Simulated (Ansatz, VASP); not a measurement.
ZrC in VASP and in Ansatz

Contents of INCAR:

```
SYSTEM = ZrC
PREC = Accurate ; ENCUT = 600
EDIFF = 1E-7 ; ISMEAR = 0
SIGMA = 0.1 ; LREAL = .FALSE.
LASPH = .TRUE. ; NELM = 100
ALGO = Fast ; ISIF = 3
LWAVE = .FALSE. ; LCHARG = .FALSE.
GGA = CA ; IBRION = 2
NSW = 100 ; EDIFFG = -0.005
```

File KPOINTS:

```
regular mesh
0
G
  16 16 16
  0 0 0
```

File POSCAR:

```
ZrC
1.0
    0.0000000000      2.3207599043      2.3207599043
    2.3207599043      0.0000000000      2.3207599043
    2.3207599043      2.3207599043      0.0000000000
Zr C
1 1
Direct
    0.5000000000      0.5000000000      0.5000000000
    0.0000000000      0.0000000000      0.0000000000
```

Input for Ansatz:

```yaml
crystal:
  lattice:
    - [0.0, 2.3207599043, 2.3207599043]
    - [2.3207599043, 0.0, 2.3207599043]
    - [2.3207599043, 2.3207599043, 0.0]
  atoms:
    - { symbol: Zr, position: [0.5, 0.5, 0.5] }
    - { symbol: C, position: [0.0, 0.0, 0.0] }
basis:
  ecutwfc: 420
kpoints:
  mp_grid: { grid: [16, 16, 16] }
hamiltonian:
  xc: lda
scf:
  occupations: { method: gaussian, width: 0.1 }
output:
  forces: true
  stress: true
  eigenvalues: true
  write_density: true
  write_potential: true
  elf: true
  volumetric_format: npy
relax:
  adjacent_minimum: "off"
  f_tol: 0.005
  max_steps: 80
  cell: { stress_tol: 0.05 }
```

Alike in both runs: task relaxation of cell and atoms; functional LDA; k mesh 16 × 16 × 16; occupations gaussian, width 0.1 eV; no spin polarisation.

|  | VASP | Ansatz |
| --- | --- | --- |
| version | VASP 6.6.1 | Ansatz 0.2.0 |
| potentials or method | VASP PAW LDA potentials, release 64 (Zr_sv, C) | scalar-relativistic, plane waves, PAW |
| plane-wave cutoff (eV) | 600 | 420 |
| valence electrons in the cell | 16 | 16 |

```tsv
	VASP	Ansatz	Ansatz less VASP
gap on the k mesh at the Fermi level, each at its own relaxed structure (eV)	none	none	-
relaxed volume (Å³/atom)	12.53	12.50	-0.027
relaxed cell length with the largest relative difference (Å)	3.284	3.282	-0.0024
```

A gap of «none» marks a metal or a gap that the smearing closes.
